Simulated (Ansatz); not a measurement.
# FeO: equation of state

One table from this session's results is given with a row withheld; the runs are named, their logs left out.

Computed with Ansatz 0.2.0 (DFT PBE, scalar-relativistic, unless a step's input says otherwise).

1 further run of the same task is left out (set aside as unsound or not needed).

## The system as given

Symmetry: Fm-3m, No. 225, cubic system. Conventional cell: a = 4.310 Å, b = 4.310 Å, c = 4.310 Å, α = 90.00°, β = 90.00°, γ = 90.00°. Around Fe (site symmetry m-3m) lie 6 O at 2.15 Å. O (site symmetry m-3m) has 6 Fe at 2.15 Å as nearest neighbours.

Structure file:

```xyz
2
Lattice="0.0000 2.1550 2.1550 2.1550 0.0000 2.1550 2.1550 2.1550 0.0000" Properties=species:S:1:pos:R:3 pbc="T T T"
Fe    0.0000    0.0000    0.0000
O     2.1550    2.1550    2.1550
```

The structure (rocksalt type) was typed from a prototype and relaxed by PAW; whether it is the ground state wasn't tested.

Atoms are numbered in the order of the input: Fe1, O2.

Set-up of the first run:

input.yaml

```yaml
crystal:
  lattice:
    - [0.0, 2.1113397685, 2.1113397685]
    - [2.1113397685, 0.0, 2.1113397685]
    - [2.1113397685, 2.1113397685, 0.0]
  atoms:
    - { symbol: Fe, position: [0.0, 0.0, 0.0], spin: 3.0 }
    - { symbol: O, position: [0.5, 0.5, 0.5] }
magnetization:
  spin_polarized: true
kpoints:
  mp_grid: { grid: [16, 16, 16] }
scf:
  occupations: { method: fermi_dirac, width: 0.08 }
hamiltonian:
  xc: pbe
  pseudopotentials: { kind: all_electron, lapw: { basis_error: 0.001 } }
output:
  forces: true
  stress: true
  eigenvalues: true
```

Steps of the session up to this table: Volume × 0.9405, LAPW; Volume × 0.9405, PAW; Volume × 0.9405, crystal datasets; Volume × 0.97, LAPW; Volume × 0.97, PAW; Volume × 1.03, LAPW; Volume × 1.03, PAW; Volume × 1.06, LAPW; Volume × 1.06, PAW; Volume × 1.06, crystal datasets.

One of the session's tables, all rows but one given; the rest of the session is left out.

It belongs to the step «The equation of state». 

```
          method  volume (Å³/atom)  moment Fe1 (μB)  moment O2 (μB)
            LAPW             9.412             3.60            0.33
            LAPW             9.707             3.61            0.33
            LAPW            10.007             3.62            0.32
            LAPW            10.307             3.63            0.31
            LAPW            10.608             3.64            0.31
             PAW             9.412             3.41            0.33
             PAW             9.707             3.43            0.33
             PAW            10.007             3.45            0.32
             PAW            10.307             3.46            0.31
             PAW            10.608                ?               ?
crystal datasets             9.412             3.42            0.33
crystal datasets            10.007             3.45            0.32
crystal datasets            10.608             3.48            0.31
```

Estimate the missing values for PAW, 10.608.

As computed: moment Fe1 (μB): 3.47; moment O2 (μB): 0.31. In the column «moment Fe1 (μB)» it lies between PAW, 10.307 (3.46) and crystal datasets, 10.608 (3.48).

To keep in mind: Other magnetic orders may lie lower; this is the state that the run reached. Warnings in the runs' records: crystal datasets made.
